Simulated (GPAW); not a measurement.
# As (R-3m) in GPAW: notebook

The runs below take As through single point, with PBE.

Everything below comes from runs of GPAW 26.7.0. Logs are shortened: lines on timing, memory, paths and dates and some standing lists are left out, and cuts for length are marked. The log counts tension as positive stress, the text compression.

### 1 Starting point

The structure is trigonal, space group R-3m (No. 166). The conventional cell has a = 3.762 Å, b = 3.762 Å, c = 10.542 Å, α = 90.00°, β = 90.00°, γ = 120.00°. As (site symmetry 3m) has 3 As at 2.51 Å as nearest neighbours.

### 2 Single point, PBE

Input file run.py:

```python
from ase import Atoms
from ase.dft.bandgap import bandgap
from ase.io import write
from ase.units import GPa
from gpaw import GPAW, PW

atoms = Atoms(['As', 'As'],
              cell=[[1.8807968987, 1.0858785957, 3.5140619945],
                    [-1.8807968987, 1.0858785957, 3.5140619945],
                    [0.0, -2.1717571915, 3.5140619945]],
              scaled_positions=[[0.226, 0.226, 0.226],
                                [0.774, 0.774, 0.774]],
              pbc=True)

calc = GPAW(mode=PW(450),
            xc='PBE',
            kpts={'size': (7, 7, 7), 'gamma': True},
            occupations={'name': 'fermi-dirac', 'width': 0.05},
            nbands=13,
            maxiter=120,
            txt='gpaw.txt')
atoms.calc = calc
energy = atoms.get_potential_energy()
forces = atoms.get_forces()
stress = atoms.get_stress()
calc.write('gs.gpw')
write('result.traj', atoms)
print(f'Energy: {energy:.6f} eV')
print('Forces (eV/A):')
print(forces.round(4))
print('Stress (GPa):', (stress / GPa).round(3))
print('Fermi level:', round(calc.get_fermi_level(), 4), 'eV')
print(f'Gap: {bandgap(calc)[0]:.4f} eV, direct: {bandgap(calc, direct=True)[0]:.4f} eV')
```

Potentials or basis: GPAW PAW data sets (gpaw-data 1.2.1), pw.

Run with:

```bash
OMP_NUM_THREADS=1 python run.py
```

gpaw.txt:

```text
__  _  _
 | _ |_)|_||  |
 |__||  | ||/\| - 26.7.0

Input parameters:
  mode=PW(ecut=450.00000000000006),
  kpts=MonkhorstPack(size=(7, 7, 7), gamma=True),
  maxiter=120,
  nbands=13,
  occupations=Occupations(name='fermi-dirac', width=0.05),
  xc=XC(name='PBE')

Diagonalizing LCAO Hamiltonian
Converting LCAO to pw mode

       As

       As

Atoms  # Å, Bohr magnetons
|   | symbol |         x |         y |        z |    initial magnetic moments |
|---|--------|-----------|-----------|----------|-----------------------------|
| 0 |     As | -0.000000 | -0.000000 | 2.382534 | ( 0.0000,  0.0000,  0.0000) |
| 1 |     As |  0.000000 | -0.000000 | 8.159652 | ( 0.0000,  0.0000,  0.0000) |

Unit cell  # Å
| periodic |         x |         y |        z |  lengths |    angles |
|----------|-----------|-----------|----------|----------|-----------|
|      yes |  1.880797 |  1.085879 | 3.514062 | 4.131000 | 54.167000 |
|      yes | -1.880797 |  1.085879 | 3.514062 | 4.131000 | 54.167000 |
|      yes |  0.000000 | -2.171757 | 3.514062 | 4.131000 | 54.167000 |

Number of symmetries: 12
Symmetry operations  # r_c * U_cc + t_c -> r_c
|    | kind |            matrix            |
|----|------|------------------------------|
|  0 |  E   |  1, 0, 0,  0, 1, 0,  0, 0, 1 |
|  1 |  σ   |  1, 0, 0,  0, 0, 1,  0, 1, 0 |
|  2 |  σ   |  0, 1, 0,  1, 0, 0,  0, 0, 1 |
|  3 |  C3  |  0, 1, 0,  0, 0, 1,  1, 0, 0 |
|  4 |  C3  |  0, 0, 1,  1, 0, 0,  0, 1, 0 |
|  5 |  σ   |  0, 0, 1,  0, 1, 0,  1, 0, 0 |
|  6 |  C2  |  0, 0,-1,  0,-1, 0, -1, 0, 0 |
|  7 |  S6  |  0, 0,-1, -1, 0, 0,  0,-1, 0 |
|  8 |  S6  |  0,-1, 0,  0, 0,-1, -1, 0, 0 |
|  9 |  C2  |  0,-1, 0, -1, 0, 0,  0, 0,-1 |
| 10 |  C2  | -1, 0, 0,  0, 0,-1,  0,-1, 0 |
| 11 |  i   | -1, 0, 0,  0,-1, 0,  0, 0,-1 |

BZ-sampling:
  Number of BZ points: 343
  Number of IBZ points: 44

  Monkhorst-Pack size: [7, 7, 7]
  Monkhorst-Pack shift: [0, 0, 0]

K-points  # in reciprocal-cell coordinates
|     |                                coordinates |     weight |
|-----|--------------------------------------------|------------|
|   0 | (  0.00000000,   0.00000000,   0.00000000) | 0.00291545 |
|   1 | (  0.14285714,   0.00000000,  -0.14285714) | 0.01749271 |
|   2 | (  0.14285714,   0.00000000,   0.00000000) | 0.01749271 |
|   3 | (  0.14285714,   0.14285714,  -0.14285714) | 0.01749271 |
|   4 | (  0.14285714,   0.14285714,   0.00000000) | 0.01749271 |
|   5 | (  0.14285714,   0.14285714,   0.14285714) | 0.00583090 |
|   6 | (  0.28571429,  -0.14285714,  -0.14285714) | 0.01749271 |
|   7 | (  0.28571429,   0.00000000,  -0.28571429) | 0.01749271 |
|   8 | (  0.28571429,   0.00000000,  -0.14285714) | 0.03498542 |
|   9 | (  0.28571429,   0.00000000,   0.00000000) | 0.01749271 |
| ... |                                            |            |
|  43 | (  0.42857143,   0.42857143,   0.42857143) | 0.00583090 |

Plane wave coefficients: 961
Cutoff: 450.00000000000006 eV

Spin-components: 1 (collinear spins)
Bands:           13
Projectors:      10
Spin-degeneracy: 2
Datatype:        complex128

Parallelization:
  kpt:    1
  domain: 1
  band:   1

Density:
  Valence electrons: 10.0
  Components: 1
  Grid points: [21 21 21]
  Charge: 0.0  # |e|

Potential:
  Grid points: [21 21 21]

species:
  As:
    name:    Arsenic
    Z:       33.0
    valence: 5
    core:    28
    charge:  0.0  # [|e|]
    compensation charges:
      type: gauss
      rc: 0.33  # [Å]
      lmax: 2
    cutoffs:
      filter: 1.87  # [Å]
      core: 2.96  # [Å]
    projectors
    | kind |    occ | energy [eV] | rcut [Å] |
    |------|--------|-------------|----------|
    |   4s |  2.000 |     -14.487 |    1.058 |
    |   4p |  3.000 |      -5.196 |    1.058 |
    |    s |        |      12.725 |    1.058 |
    |    p |        |      22.016 |    1.058 |
    |    d |        |       0.000 |    1.058 |

    Using partial waves for As as LCAO basis

Reference energy: -123005.947200  # eV

eigensolver:
  PPCG
  Converge bands: occupied
  niter=2

density mixing:
  MSR1-Mixer
  Pratt-step length: 0.05
  Maximum mixing coefficient: 0.75
  Old densities: 10
  SVD Regularization: 0.005
  Good broyden scale: 1.0
  Trust region scale: 1.0
  Backstep threshold: 4.0
  History deletion threshold: 6.0
  Fourier metric: weight=20.0, sigma=0.015

occupation numbers:
  Fermi-Dirac:
    width: 0.0500  # eV

poisson solver:
  ecut: 3600.0000000000005  # eV

xc functional:
  name: PBE with 2 nearest neighbor stencil

convergence criteria:
- Maximum [total energy] change in last 3 cyles: 0.0005 eV / valence electron
- Maximum integral of absolute [dens]ity change: 0.0001 electrons / valence electron
- Maximum integral of absolute [eigenst]ate change: 4e-08 eV^2 / valence electron
maximum number of iterations: 120

SCF iterations
|iter     | |      energy | eigst |  dens |
|---------|-|-------------|-------|-------|
|iter:   1| |   -9.331236 | -0.71 |       |
|iter:   2| |   -9.331875 | -3.04 | -1.17 |
|iter:   3| |   -9.325115 | -3.32 | -1.19 |
|iter:   4| |   -9.325028 | -4.13 | -1.75 |
|iter:   5| |   -9.325053c| -6.15 | -2.84 |
|iter:   6| |   -9.325058c| -7.22 | -3.33 |
|iter:   7| |   -9.325058c| -8.54c| -4.04c|

Converged in 7 steps
Energy contributions relative to reference atoms: (reference = -123005.947200)

Energy contributions:
  Kinetic:          19.768191
  Coulomb:         -19.073343
  Zero:             -0.020227
  External:          0.000000
  Xc:               -9.998447
  Entropy:          -0.002463
  Spinorbit:         0.000000
  ----------------------------
  Free energy:      -9.326290
  Extrapolated:     -9.325058

dipole moment: (-0.000000, 0.000000, -0.000024)  # |e|*Ang

Fermi level: 7.031
Eigenvalues  # (at kpt = [0.000, 0.000, 0.000])
| band index |      eig [eV] | occ [0-2] |
|------------|---------------|-----------|
|          0 |        -8.059 |     2.000 |
|          1 |         1.220 |     2.000 |
|          2 |         4.529 |     2.000 |
|          3 |         4.964 |     2.000 |
|          4 |         4.964 |     2.000 |
|          5 |         8.603 |     0.000 |
|          6 |         9.917 |     0.000 |
|          7 |         9.917 |     0.000 |
|          8 |        13.928 |     0.000 |
|          9 |        13.928 |     0.000 |
|         10 |        14.442 |     0.000 |
|         11 |        15.862 |     0.000 |
|         12 |        15.887 |     0.000 |

No gap
No difference between direct/indirect transitions

Forces  # eV/Ang
|        x |        y |        z |
|----------|----------|----------|
|  0.00000 | -0.00000 |  0.44415 |  # As   0
| -0.00000 |  0.00000 | -0.44415 |  # As   1

Stress tensor  # eV/Ang^3
|         x |         y |         z |
|-----------|-----------|-----------|
| -0.025904 | -0.000000 | -0.000000 |
|  0.000000 | -0.025904 | -0.000000 |
| -0.000000 | -0.000000 | -0.019732 |

# Writing to gs.gpw (mode='')
```

Wall time 9 s (1 thread of Arm Neoverse V2, shared host); peak memory 0.14 GiB.

What came out:

```
Free energy            : -9.3263 eV
Pressure               : 3.8 GPa
Largest force          : 0.444 eV/Å
Band gap on the k mesh : none (metal or under the smearing width)
```

Forces on the atoms (eV/Å):
```
As   0.000  0.000  0.444
As   0.000  0.000 -0.444
```

Stress tensor (GPa, compression positive):
```
4.15 0.00 0.00
0.00 4.15 0.00
0.00 0.00 3.16
```

Caveat: the cutoff is short for stress and forces, so pressures can be off by a GPa or more.

### 3 Single point, PBE

Edit run.py of step 2 so:

```diff
@@ -1,4 +1,3 @@
-from ase import Atoms
 from ase.dft.bandgap import bandgap
-from ase.io import write
+from ase.io import read, write
 from ase.units import GPa
@@ -6,9 +5,3 @@
 
-atoms = Atoms(['As', 'As'],
-              cell=[[1.8807968987, 1.0858785957, 3.5140619945],
-                    [-1.8807968987, 1.0858785957, 3.5140619945],
-                    [0.0, -2.1717571915, 3.5140619945]],
-              scaled_positions=[[0.226, 0.226, 0.226],
-                                [0.774, 0.774, 0.774]],
-              pbc=True)
+atoms = read('As.xyz')
```

Input file As.xyz:

```xyz
2
Lattice="1.8807968987 1.0858785957 3.5140619945 -1.8807968987 1.0858785957 3.5140619945 0.0000000000 -2.1717571915 3.5140619945" Properties=species:S:1:pos:R:3 pbc="T T T"
As     0.0000000000      0.0000000000      2.3825340323
As     0.0000000000     -0.0000000001      8.1596519512
```

Potentials or basis: GPAW PAW data sets (gpaw-data 1.2.1), pw.

Run with:

```bash
OMP_NUM_THREADS=1 python run.py
```

It took 12 s on 1 thread of Arm Neoverse V1, shared host; peak memory 0.14 GiB.

The run converged. Its results:

| Quantity | Value |
| --- | --- |
| Free energy | -9.3263 eV |
| Pressure | 3.8 GPa |
| Largest force | 0.444 eV/Å |
| Band gap on the k mesh | none (metal or under the smearing width) |

Forces on the atoms (eV/Å):
```
As   0.000  0.000  0.444
As   0.000  0.000 -0.444
```

Stress tensor (GPa, compression positive):
```
4.15 0.00 0.00
0.00 4.15 0.00
0.00 0.00 3.16
```

Levels at points of the mesh, in eV from the Fermi level:
```csv
k point,band 3,band 4,band 5,band 6,band 7,band 8
"(0.00, 0.00, 0.00)",-2.50,-2.07,-2.07,1.57,2.89,2.89
```

Caveat: the cutoff is short for stress and forces, so pressures can be off by a GPa or more.

### 4 Single point, PBE

run.py is that of step 3.

As.xyz is that of step 3.

Run with:

```bash
OMP_NUM_THREADS=1 python run.py
```

Wall time 13 s (1 thread of Arm Neoverse V1, shared host); peak memory 0.14 GiB.

It converged, with:

```yaml
Free_energy: -9.3263 eV
Pressure: 3.8 GPa
Largest_force: 0.444 eV/Å
Band_gap_on_the_k_mesh: none (metal or under the smearing width)
```

Forces on the atoms (eV/Å):
```
As   0.000  0.000  0.444
As   0.000  0.000 -0.444
```

Stress tensor (GPa, compression positive):
```
4.15 0.00 0.00
0.00 4.15 0.00
0.00 0.00 3.16
```

Levels at points of the mesh, in eV from the Fermi level:
```
           k point  band 2  band 3  band 4  band 5  band 6  band 7  band 8  band 9
(0.00, 0.00, 0.00)   -5.81   -2.50   -2.07   -2.07    1.57    2.89    2.89    6.90
```

Caveat: the cutoff is short for stress and forces, so pressures can be off by a GPa or more.
